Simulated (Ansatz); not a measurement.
The system is Se.

```xyz
3
Lattice="4.3662 0.0000 0.0000 -2.1831 3.7812 0.0000 0.0000 0.0000 4.9536" Properties=species:S:1:pos:R:3 pbc="T T T"
Se    1.6910    2.9289    0.0000
Se   -0.4921    0.8523    3.3024
Se    0.9841    0.0000    1.6512
```

Base run:

```yaml
Program: Ansatz 0.2.0
Functional: PBE
Potentials_or_basis: all-electron LAPW, scalar-relativistic
Cutoff: 326 eV
Density_cutoff: 1302 eV
Basis_error_allowed: 0.001 eV/atom
k_mesh: 7 × 7 × 6
Occupations: fermi-dirac, width 0.05 eV
Spin: no spin polarisation
```

Its results: band gap on the k mesh 1.22 eV, indirect (least direct gap 1.49 eV); pressure 2.8 GPa; largest force 0.395 eV/Å.

Q: The run is repeated on the same cell with these changes: functional from PBE to PBEsol. What comes out?

A: Band gap on the k mesh 1.14 eV, indirect (least direct gap 1.45 eV); pressure 0.2 GPa; largest force 0.283 eV/Å.

PBEsol binds more tightly than PBE, so the same cell stands under less pressure.

Caveats: an odd mesh through Γ misses points on the zone boundary, where band edges often lie.

Not every run made on this cell is shown here.
